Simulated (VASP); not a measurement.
## BeTe: what each functional gives for the gap

Aim: the gap of BeTe on one structure at many levels of theory. The starting structure is a measured crystal structure from the Crystallography Open Database. Cell and atoms stay as given. Meshes and data sets differ where the inputs say so.

Method: Kohn-Sham DFT with plane waves and PAW; 9 levels of theory, named at each step, in VASP 6.6.1.

The database entry behind the starting cell differs from later determinations by our own check (an axis about 1.5 % short against later determinations), so it need not match the best structure at ambient conditions.

**1. The structure**

It takes space group F-43m (No. 216, cubic). Conventional cell: a = 5.540 Å, b = 5.540 Å, c = 5.540 Å, α = 90.00°, β = 90.00°, γ = 90.00°. Nearest to Te lie 4 Be at 2.40 Å. Nearest to Be lie 4 Te at 2.40 Å. Farther neighbours and most contacts between anions are not listed.

**2. Bands with LDA**

LDA, the lowest rung, knows the local density alone.

Contents of INCAR:

```
SYSTEM = BeTe
PREC = Accurate
ENCUT = 350
EDIFF = 1E-06
NELM = 100
ISMEAR = 0
SIGMA = 0.03
LREAL = .FALSE.
ALGO = Normal
GGA = CA
NBANDS = 16
LORBIT = 11
LWAVE = .FALSE.
LCHARG = .FALSE.
KPAR = 4
```

Contents of POSCAR:

```
BeTe
1.0
    0.0000000000      2.7700000000      2.7700000000
    2.7700000000      0.0000000000      2.7700000000
    2.7700000000      2.7700000000      0.0000000000
Te Be
1 1
Direct
    0.7500000000      0.7500000000      0.7500000000
    0.0000000000      0.0000000000      0.0000000000
```

Contents of KPOINTS:

```
Automatic mesh
0
Gamma
6 6 6
0 0 0
```

Contents of KPOINTS_OPT:

```
Line mode
10
Line-mode
Reciprocal
  0.00000000   0.00000000   0.00000000 GAMMA
  0.50000000   0.00000000   0.50000000 X

  0.50000000   0.00000000   0.50000000 X
  0.50000000   0.25000000   0.75000000 W

  0.50000000   0.25000000   0.75000000 W
  0.37500000   0.37500000   0.75000000 K

  0.37500000   0.37500000   0.75000000 K
  0.00000000   0.00000000   0.00000000 GAMMA

  0.00000000   0.00000000   0.00000000 GAMMA
  0.50000000   0.50000000   0.50000000 L

  0.50000000   0.50000000   0.50000000 L
  0.62500000   0.25000000   0.62500000 U

  0.62500000   0.25000000   0.62500000 U
  0.50000000   0.25000000   0.75000000 W

  0.50000000   0.25000000   0.75000000 W
  0.50000000   0.50000000   0.50000000 L

  0.50000000   0.50000000   0.50000000 L
  0.37500000   0.37500000   0.75000000 K

  0.62500000   0.25000000   0.62500000 U
  0.50000000   0.00000000   0.50000000 X
```

PAW data sets: Te and Be (LDA family, release 64).

On the command line:

```console
$ mpirun -np 4 vasp_std
```

The log of the run:

```text
[banner, memory and clock lines left out]
running    4 mpi-ranks, on    1 nodes
 distrk:  each k-point on    1 cores,    4 groups
 distr:  one band on    1 cores,    1 groups

 POSCAR found type information on POSCAR TeBe
 POSCAR found :  2 types and       2 ions
 LDA part: xc-table for (Slater(with rela. corr.)+CA(PZ))
 , standard interpolation
 POSCAR, INCAR and KPOINTS ok, starting setup
 FFT: planning ... GRIDC
 FFT: planning ... GRID_SOFT
 FFT: planning ... GRID
 WAVECAR not read
 entering main loop
       N       E                     dE             d eps       ncg     rms          rms(c)
DAV:   1     0.143116474648E+02    0.14312E+02   -0.25682E+03   512   0.298E+02
DAV:   2    -0.805941822154E+01   -0.22371E+02   -0.20832E+02   688   0.644E+01
DAV:   3    -0.893386251811E+01   -0.87444E+00   -0.87348E+00   616   0.125E+01
DAV:   4    -0.894341145810E+01   -0.95489E-02   -0.95484E-02   736   0.149E+00
DAV:   5    -0.894357676548E+01   -0.16531E-03   -0.16531E-03   624   0.187E-01    0.454E+00
DAV:   6    -0.877405611684E+01    0.16952E+00   -0.16522E-01   672   0.108E+00    0.264E+00
DAV:   7    -0.871853551802E+01    0.55521E-01   -0.12154E-01   624   0.107E+00    0.481E-01
DAV:   8    -0.871782175240E+01    0.71377E-03   -0.66404E-03   632   0.329E-01    0.111E-01
DAV:   9    -0.871788604612E+01   -0.64294E-04   -0.24157E-04   728   0.702E-02    0.399E-02
DAV:  10    -0.871788985042E+01   -0.38043E-05   -0.16311E-05   616   0.149E-02    0.161E-02
DAV:  11    -0.871788926957E+01    0.58085E-06   -0.15426E-06   664   0.478E-03
   1 F= -.87178893E+01 E0= -.87178893E+01  d E =-.332965E-25
 Start KPOINTS_OPT (optional k-point list driver)
k-point batch [1-16\100]
       N       E                     dE             ncg
DAV:   1     0.451263660507E+03   -0.23225E+04      512
DAV:   2     0.994638106190E+02   -0.35180E+03      704
DAV:   3     0.861488280020E+02   -0.13315E+02      656
DAV:   4     0.860113320557E+02   -0.13750E+00      696
DAV:   5     0.860086681813E+02   -0.26639E-02      656
DAV:   6     0.860086020624E+02   -0.66119E-04      712
DAV:   7     0.860086002706E+02   -0.17918E-05      640
DAV:   8     0.860086002195E+02   -0.51097E-07      568
[...]
k-point batch [97-100\100]
       N       E                     dE             ncg
DAV:   1     0.289820482653E+04   -0.92447E+03      128
DAV:   2     0.281695325931E+04   -0.81252E+02      168
DAV:   3     0.281425558943E+04   -0.26977E+01      176
DAV:   4     0.281422136911E+04   -0.34220E-01      168
DAV:   5     0.281422059209E+04   -0.77703E-03      176
DAV:   6     0.281422057090E+04   -0.21183E-04      144
DAV:   7     0.281422057027E+04   -0.63634E-06      184
```

Wall time 6 s (4 MPI ranks of AMD EPYC 7R43, shared host); peak memory 0.39 GiB; 21 s of CPU time.

The logs omit lines about the potential files and the build; timing stands in the text.

Parts of OUTCAR (step 2):

```text
ion  position               nearest neighbor table
   1  0.750  0.750  0.750-   2 2.40   2 2.40   2 2.40   2 2.40
   2  0.000  0.000  0.000-   1 2.40   1 2.40   1 2.40   1 2.40

  LATTYP: Found a face centered cubic cell.
 ALAT       =     5.5400000000

 Subroutine GETGRP returns: Found 24 space group operations
 (whereof 24 operations were pure point group operations)

The static configuration has the point symmetry T_d .

 Found     16 irreducible k-points:

   k-points           NKPTS =     16   k-points in BZ     NKDIM =     16   number of bands    NBANDS=     16

   dimension x,y,z NGX =    24 NGY =   24 NGZ =   24
   dimension x,y,z NGXF=    48 NGYF=   48 NGZF=   48

   ENCUT  =  350.0 eV  25.72 Ry    5.07 a.u.   5.98  5.98  5.98*2*pi/ulx,y,z

   NELECT =       8.0000    total number of electrons

 k-points in reciprocal lattice and weights: Automatic mesh
   0.00000000  0.00000000  0.00000000       0.005
   0.16666667  0.00000000  0.00000000       0.037
   0.33333333  0.00000000  0.00000000       0.037
   0.50000000  0.00000000  0.00000000       0.019
   0.16666667  0.16666667  0.00000000       0.028
   0.33333333  0.16666667  0.00000000       0.111
   0.50000000  0.16666667  0.00000000       0.111
  -0.33333333  0.16666667  0.00000000       0.111
  -0.16666667  0.16666667  0.00000000       0.056
[...]
-0.33333333  0.33333333  0.16666667       0.111
  -0.33333333  0.50000000  0.16666667       0.056

 average (electrostatic) potential at core
       1 -89.1409       2 -31.5646

 E-fermi :   5.7271

 k-point     1 :       0.0000    0.0000    0.0000
  band No.  band energies     occupation
      1      -7.1380      2.00000
      2       5.5143      2.00000
      3       5.5143      2.00000
      4       5.5143      2.00000
      5       9.0547      0.00000
      6       9.0547      0.00000
      7       9.0547      0.00000
      8       9.6039      0.00000
      9      13.7668      0.00000
    ...

 k-point     2 :       0.1667    0.0000    0.0000
  band No.  band energies     occupation
      1      -6.8616      2.00000
      2       3.4170      2.00000
      3       5.1015      2.00000
      4       5.1015      2.00000
      5       9.0256      0.00000
      6       9.6305      0.00000
      7       9.6305      0.00000
      8      11.5251      0.00000
      9      14.3526      0.00000
    ...

 k-point     3 :       0.3333    0.0000    0.0000
  band No.  band energies     occupation
      1      -6.1630      2.00000
      2       0.8187      2.00000
      3       4.5235      2.00000
      4       4.5235      2.00000
      5       8.7937      0.00000
      6      10.0887      0.00000
      7      10.0887      0.00000
      8      13.2094      0.00000
      9      14.9654      0.00000
    ...

  Total        0.2218394      0.2218394      0.2218394     -0.0000000      0.0000000      0.0000000
  in kB        8.3614167      8.3614167      8.3614167     -0.0000000      0.0000000      0.0000000
  external PRESSURE =       8.3614167 kB  Pullay stress =       0.0000000 kB

  energy-cutoff  :      350.00
  volume of cell :       42.51
      direct lattice vectors                 reciprocal lattice vectors
     0.000000000  2.770000000  2.770000000    -0.180505415  0.180505415  0.180505415
     2.770000000  0.000000000  2.770000000     0.180505415 -0.180505415  0.180505415
     2.770000000  2.770000000  0.000000000     0.180505415  0.180505415 -0.180505415

 POSITION                                       TOTAL-FORCE (eV/Angst)
 -----------------------------------------------------------------------------------
      4.15500      4.15500      4.15500        -0.000000      0.000000      0.000000
      0.00000      0.00000      0.00000         0.000000     -0.000000     -0.000000
 -----------------------------------------------------------------------------------
    total drift:                               -0.000000     -0.000000     -0.000000

  FREE ENERGIE OF THE ION-ELECTRON SYSTEM (eV)
  ---------------------------------------------------
  free  energy   TOTEN  =        -8.7178892696 eV

  energy  without entropy=       -8.7178892696  energy(sigma->0) =       -8.71788927

 total charge
# of ion       s       p       d       tot
------------------------------------------
    1        1.336   2.175   0.038   3.550
    2        0.378   0.614   0.000   0.992
--------------------------------------------------
tot          1.714   2.790   0.038   4.541

[... 3 further parts left out ...]
```

Spin-orbit coupling is off here; with elements this heavy it can split and shift levels by tenths of an eV.

LDA gives a least gap of 1.748 eV, and a least direct gap of 3.540 eV.

**3. Bands with PBE**

PBE, the usual starting point, adds the gradient of the density.

Edit INCAR of step 2 so:

```diff
@@ -9,3 +9,3 @@
 ALGO = Normal
-GGA = CA
+GGA = PE
 NBANDS = 16
```

POSCAR is that of step 2.

KPOINTS is that of step 2.

KPOINTS_OPT is that of step 2.

The projector-augmented-wave data sets are Te and Be (PBE family, release 64).

On the command line:

```console
$ mpirun -np 4 vasp_std
```

The log of the run:

```text
[banner, memory and clock lines left out]
running    4 mpi-ranks, on    1 nodes
[...]
LDA part: xc-table for (Slater+PW92), standard interpolation
 POSCAR, INCAR and KPOINTS ok, starting setup
[...]
entering main loop
       N       E                     dE             d eps       ncg     rms          rms(c)
DAV:   1     0.152536833917E+02    0.15254E+02   -0.25526E+03   512   0.295E+02
DAV:   2    -0.688736390844E+01   -0.22141E+02   -0.20609E+02   688   0.660E+01
DAV:   3    -0.774306947089E+01   -0.85571E+00   -0.85477E+00   648   0.127E+01
DAV:   4    -0.775249584008E+01   -0.94264E-02   -0.94258E-02   728   0.154E+00
[...]
DAV:   9    -0.757595061738E+01   -0.24565E-03   -0.38758E-04   656   0.826E-02    0.469E-02
DAV:  10    -0.757603135971E+01   -0.80742E-04   -0.91662E-05   584   0.379E-02    0.202E-02
DAV:  11    -0.757603141676E+01   -0.57045E-07   -0.25726E-06   720   0.658E-03
   1 F= -.75760314E+01 E0= -.75760314E+01  d E =-.229087E-16
 Start KPOINTS_OPT (optional k-point list driver)
k-point batch [1-16\100]
       N       E                     dE             ncg
DAV:   1     0.468922993335E+03   -0.23048E+04      512
DAV:   2     0.119141858643E+03   -0.34978E+03      704
DAV:   3     0.106039264026E+03   -0.13103E+02      696
DAV:   4     0.105898963494E+03   -0.14030E+00      648
DAV:   5     0.105896021839E+03   -0.29417E-02      728
DAV:   6     0.105895939331E+03   -0.82508E-04      656
DAV:   7     0.105895936702E+03   -0.26292E-05      736
DAV:   8     0.105895936632E+03   -0.69222E-07      544
[...]
k-point batch [97-100\100]
       N       E                     dE             ncg
DAV:   1     0.290276551265E+04   -0.91991E+03      128
DAV:   2     0.282192717624E+04   -0.80838E+02      168
DAV:   3     0.281916956554E+04   -0.27576E+01      176
DAV:   4     0.281913343435E+04   -0.36131E-01      176
DAV:   5     0.281913259070E+04   -0.84365E-03      176
DAV:   6     0.281913256565E+04   -0.25052E-04      168
DAV:   7     0.281913256480E+04   -0.85259E-06      168
```

Run time: 6.2 s. Hardware: 4 MPI ranks; peak memory 0.41 GiB; 23 s of CPU time.

Parts of OUTCAR (step 3):

```text
  Total        1.1981538      1.1981538      1.1981538     -0.0000000     -0.0000000      0.0000000
  in kB       45.1599926     45.1599926     45.1599926     -0.0000000     -0.0000000      0.0000000
  external PRESSURE =      45.1599926 kB  Pullay stress =       0.0000000 kB

 POSITION                                       TOTAL-FORCE (eV/Angst)
 -----------------------------------------------------------------------------------
      4.15500      4.15500      4.15500         0.000000     -0.000000     -0.000000
      0.00000      0.00000      0.00000        -0.000000      0.000000      0.000000
 -----------------------------------------------------------------------------------
    total drift:                               -0.000000     -0.000000     -0.000000

  FREE ENERGIE OF THE ION-ELECTRON SYSTEM (eV)
  ---------------------------------------------------
  free  energy   TOTEN  =        -7.5760314168 eV

  energy  without entropy=       -7.5760314168  energy(sigma->0) =       -7.57603142

[... 2 parts as in an earlier step ...]

[... 1 further part left out ...]
[key lines of the parts left out:]
E-fermi :   5.8318
```

PBE gives a least gap of 1.844 eV, and a least direct gap of 3.561 eV. The least gap is +0.096 eV from that of LDA.

**4. Bands with r2SCAN**

r2SCAN adds the kinetic-energy density, costs more than a GGA and is run with LASPH.

Edit INCAR of step 3 so:

```diff
@@ -9,3 +9,4 @@
 ALGO = Normal
-GGA = PE
+METAGGA = R2SCAN
+LASPH = .TRUE.
 NBANDS = 16
```

POSCAR is that of step 3.

KPOINTS is that of step 3.

KPOINTS_OPT is that of step 3.

On the command line:

```console
$ mpirun -np 4 vasp_std
```

The log of the run:

```text
[banner, memory and clock lines left out]
running    4 mpi-ranks, on    1 nodes
[...]
|                                                                             |
|               ----> ADVICE to this user running VASP <----                  |
|                                                                             |
|     You enforced a specific xc type in the INCAR file but a different       |
|     [... a line on the potential file left out ...]
|     I HOPE YOU KNOW WHAT YOU ARE DOING!                                     |
|                                                                             |

 LDA part: xc-table for (None), standard interpolation
 POSCAR, INCAR and KPOINTS ok, starting setup
[...]
entering main loop
       N       E                     dE             d eps       ncg     rms          rms(c)
DAV:   1    -0.788368726045E+01   -0.78837E+01   -0.26465E+03   512   0.305E+02
DAV:   2    -0.308785548145E+02   -0.22995E+02   -0.21396E+02   688   0.683E+01
[...]
DAV:  11    -0.306380936998E+02   -0.12240E-04   -0.25877E-05   656   0.261E-02    0.312E-02
DAV:  12    -0.306380937955E+02   -0.95633E-07   -0.45518E-07   536   0.339E-03
   1 F= -.30638094E+02 E0= -.30638094E+02  d E =-.638399E-21
 Start KPOINTS_OPT (optional k-point list driver)
k-point batch [1-16\100]
       N       E                     dE             ncg
DAV:   1     0.442473759015E+03   -0.23313E+04      512
DAV:   2     0.768073884206E+02   -0.36567E+03      704
DAV:   3     0.636626871862E+02   -0.13145E+02      672
DAV:   4     0.635375113775E+02   -0.12518E+00      680
DAV:   5     0.635351703106E+02   -0.23411E-02      688
DAV:   6     0.635351101512E+02   -0.60159E-04      672
DAV:   7     0.635351083601E+02   -0.17911E-05      720
DAV:   8     0.635351083155E+02   -0.44594E-07      592
[...]
k-point batch [97-100\100]
       N       E                     dE             ncg
DAV:   1     0.289495042475E+04   -0.92772E+03      128
DAV:   2     0.281048889931E+04   -0.84462E+02      168
DAV:   3     0.280775485696E+04   -0.27340E+01      192
DAV:   4     0.280772332149E+04   -0.31535E-01      144
DAV:   5     0.280772266072E+04   -0.66077E-03      192
DAV:   6     0.280772264257E+04   -0.18152E-04      152
DAV:   7     0.280772264199E+04   -0.57730E-06      192
```

Run time: 25 s. Hardware: 4 MPI ranks; peak memory 0.42 GiB; 98 s of CPU time.

From OUTCAR (step 4):

```text
  Total        1.1936300      1.1936300      1.1936300     -0.0000000     -0.0000000      0.0000000
  in kB       44.9894819     44.9894819     44.9894819     -0.0000000     -0.0000000      0.0000000
  external PRESSURE =      44.9894819 kB  Pullay stress =       0.0000000 kB

 POSITION                                       TOTAL-FORCE (eV/Angst)
 -----------------------------------------------------------------------------------
      4.15500      4.15500      4.15500        -0.000000     -0.000000     -0.000000
      0.00000      0.00000      0.00000         0.000000      0.000000      0.000000
 -----------------------------------------------------------------------------------
    total drift:                               -0.000000     -0.000000     -0.000000

  FREE ENERGIE OF THE ION-ELECTRON SYSTEM (eV)
  ---------------------------------------------------
  free  energy   TOTEN  =       -30.6380937955 eV

  energy  without entropy=      -30.6380937955  energy(sigma->0) =      -30.63809380

[... 2 parts as in an earlier step ...]

[... 1 further part left out ...]
[key lines of the parts left out:]
E-fermi :   5.7079
```

r2SCAN gives a least gap of 2.205 eV, and a least direct gap of 3.957 eV. The least gap is +0.457 eV from that of LDA.

**5. Bands with TB-mBJ**

TB-mBJ is a local potential fitted to gaps: it costs far less than a hybrid but gives no energy. Its energies, forces and stress mean nothing.

Edit INCAR of step 4 so:

```diff
@@ -4,3 +4,3 @@
 EDIFF = 1E-06
-NELM = 100
+NELM = 150
 ISMEAR = 0
@@ -9,3 +9,3 @@
 ALGO = Normal
-METAGGA = R2SCAN
+METAGGA = MBJ
 LASPH = .TRUE.
```

POSCAR is that of step 4.

KPOINTS is that of step 4.

KPOINTS_OPT is that of step 4.

On the command line:

```console
$ mpirun -np 4 vasp_std
```

The log of the run:

```text
[banner, memory and clock lines left out]
running    4 mpi-ranks, on    1 nodes
[...]
[... a notice as in an earlier step ...]

 LDA part: xc-table for (None), standard interpolation
 POSCAR, INCAR and KPOINTS ok, starting setup
[...]
entering main loop
       N       E                     dE             d eps       ncg     rms          rms(c)
DAV:   1     0.345020778922E+03    0.34502E+03   -0.25943E+03   512   0.301E+02
DAV:   2     0.323614314781E+03   -0.21406E+02   -0.19922E+02   696   0.651E+01
DAV:   3     0.322845215453E+03   -0.76910E+00   -0.76828E+00   624   0.119E+01
DAV:   4     0.322839776424E+03   -0.54390E-02   -0.54389E-02   728   0.116E+00
[...]
DAV:  23     0.324724921315E+03    0.71822E-05   -0.19554E-10   256   0.607E-05    0.282E-05
DAV:  24     0.324724930682E+03    0.93673E-05   -0.56136E-11   256   0.322E-05    0.344E-05
DAV:  25     0.324724930223E+03   -0.45943E-06   -0.17312E-11   256   0.165E-05
   1 F= 0.32472493E+03 E0= 0.32472493E+03  d E =-.476708E-17
 Start KPOINTS_OPT (optional k-point list driver)
k-point batch [1-16\100]
       N       E                     dE             ncg
DAV:   1     0.457202160616E+03   -0.23165E+04      512
DAV:   2     0.985300943795E+02   -0.35867E+03      688
DAV:   3     0.858863654893E+02   -0.12644E+02      688
DAV:   4     0.857874719859E+02   -0.98894E-01      656
DAV:   5     0.857860848966E+02   -0.13871E-02      680
DAV:   6     0.857860584044E+02   -0.26492E-04      656
DAV:   7     0.857860578341E+02   -0.57030E-06      632
[...]
k-point batch [97-100\100]
       N       E                     dE             ncg
DAV:   1     0.290020125164E+04   -0.92247E+03      128
DAV:   2     0.281745778256E+04   -0.82743E+02      176
DAV:   3     0.281479696286E+04   -0.26608E+01      176
DAV:   4     0.281477227067E+04   -0.24692E-01      152
DAV:   5     0.281477187914E+04   -0.39152E-03      176
DAV:   6     0.281477187120E+04   -0.79448E-05      160
DAV:   7     0.281477187102E+04   -0.18109E-06      184
```

Elapsed: 13 s, on 4 MPI ranks; peak memory 0.46 GiB.

Parts of OUTCAR (step 5):

```text
  Total       17.9262435     17.9262435     17.9262435     -0.0000000      0.0000000      0.0000000
  in kB      675.6636749    675.6636749    675.6636749     -0.0000000      0.0000000      0.0000000
  external PRESSURE =     675.6636749 kB  Pullay stress =       0.0000000 kB

 POSITION                                       TOTAL-FORCE (eV/Angst)
 -----------------------------------------------------------------------------------
      4.15500      4.15500      4.15500        -0.000000     -0.000000     -0.000000
      0.00000      0.00000      0.00000         0.000000      0.000000      0.000000
 -----------------------------------------------------------------------------------
    total drift:                                0.000002      0.000002      0.000002

  FREE ENERGIE OF THE ION-ELECTRON SYSTEM (eV)
  ---------------------------------------------------
  free  energy   TOTEN  =       324.7249302227 eV

  energy  without entropy=      324.7249302227  energy(sigma->0) =      324.72493022

[... 2 parts as in an earlier step ...]

[... 1 further part left out ...]
[key lines of the parts left out:]
E-fermi :   5.5383
```

TB-mBJ gives a least gap of 2.536 eV, and a least direct gap of 4.129 eV. The least gap is +0.788 eV from that of LDA.

(Part 1 of 3 ends here.)

[Lines on the potential files, build, host, timing and source positions are cut from VASP's logs without a mark.]

[Logs are printed without paths, hosts, clocks, repeated set-up lines and the standing remarks that a program may print on its own settings, such as how far it seeks lower states.]

[Hosts, paths, dates, database ids (printed as entryN), source tags and the programs' standing remarks are cut or masked in the printed files.]
